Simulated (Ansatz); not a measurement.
InP: moving In off its site

InP, Fm-3m, a = 5.710 Å (as given, not relaxed at this level: -5.3 GPa). This isn't the usual stable structure of the compound. Ansatz: PBE, PAW, 420 eV, Γ-centred 14×14×14 mesh on 2 atoms, Gaussian smearing 0.15 eV; no spin polarisation.

```yaml
crystal:
  lattice:
    - [0.00000, 2.85500, 2.85500]
    - [2.85500, 0.00000, 2.85500]
    - [2.85500, 2.85500, 0.00000]
  atoms:
    - { symbol: In, position: [0.00000, 0.00000, 0.00000] }
    - { symbol: P, position: [0.50000, 0.50000, 0.50000] }
```

Atom 1 (In) moves by x along the unit vector (0.000, 0.000, -1.000), with its periodic images; all else is held. y is the free energy of the cell over the start, F the force along the path summed over the moved atoms. Symmetry makes y even in x.

| x (Å) | y (meV) | F (eV/Å) |
| --- | --- | --- |
| -0.1000 | ? | ? |
| -0.0500 | 1.05 | 0.04 |
| 0.0000 | 0.00 | 0.00 |
| 0.0250 | 0.26 | -0.02 |
| 0.0750 | 2.41 | -0.07 |
| 0.0875 | 3.33 | -0.08 |

Task: Fit y = c2 x² + c4 x⁴ to the energies of the other rows, give the force constant, and predict energy and force of the missing row.

Result: Least squares on the rows shown. y = 412.1 x² + 2972 x⁴. The force constant is 2 c2 = 0.824 eV/Å², for the cell as given, at -5.3 GPa (for all images moving together, not for a lone atom). With two atoms in a cubic cell this is the optical mode at Γ (in a metal it hangs on mesh and smearing): ω = 521.5 √(2 c2/μ) = 96 cm⁻¹ for μ = 24.39 u. The force −dy/dx at the missing row is 0.09 eV/Å (computed 0.09). At x = -0.1000 the fit asked for gives 4.42 meV. The run gave 4.42 meV, the same to the digits shown.